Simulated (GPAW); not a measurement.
A run of GPAW 26.7.0:

File run.py:

```python
from ase import Atoms
from ase.filters import FrechetCellFilter
from ase.io import write
from ase.optimize import BFGS
from ase.units import GPa
from gpaw import GPAW, PW, setup_paths

setup_paths.insert(0, '.')

atoms = Atoms(['Au', 'Au', 'Au', 'Cu'],
              cell=[[3.98, 0.0, 0.0],
                    [0.0, 3.98, 0.0],
                    [0.0, 0.0, 3.98]],
              scaled_positions=[[0.5, 0.5, 0.0],
                                [0.5, 0.0, 0.5],
                                [0.0, 0.5, 0.5],
                                [0.0, 0.0, 0.0]],
              pbc=True)

calc = GPAW(mode=PW(600),
            xc='PBEsol',
            kpts={'size': (7, 7, 7), 'gamma': True},
            occupations={'name': 'fermi-dirac', 'width': 0.05},
            nbands=42,
            convergence={'density': 1e-05, 'forces': 0.0001},
            maxiter=150,
            txt='gpaw.txt')
atoms.calc = calc
opt = BFGS(FrechetCellFilter(atoms, scalar_pressure=2 * GPa), trajectory='relax.traj', logfile='-')
done = opt.run(fmax=0.02, steps=60)
calc.write('gs.gpw')
write('result.traj', atoms)
print('Converged:', done)
print('Cell:', atoms.cell.cellpar().round(4))
print('Volume:', round(atoms.get_volume(), 4))
print(atoms.get_scaled_positions().round(5))
```

Potentials or basis: PAW data sets generated in the run's folder for this functional, pw.

Command:

```console
$ gpaw-setup -f PBEsol Au Cu
$ OMP_NUM_THREADS=1 python run.py
```

Hardware: 1 thread of Intel(R) Xeon(R) Platinum 8488C (Sapphire Rapids) (shared host).

Estimate the wall time of this run.

Run time: 28 s on 1 thread of Intel(R) Xeon(R) Platinum 8488C (Sapphire Rapids), with other jobs on the host, peak memory 0.2 GiB. Counts: scf iterations 13, plane waves 2128, bands 42, k points 20, ion steps 1.
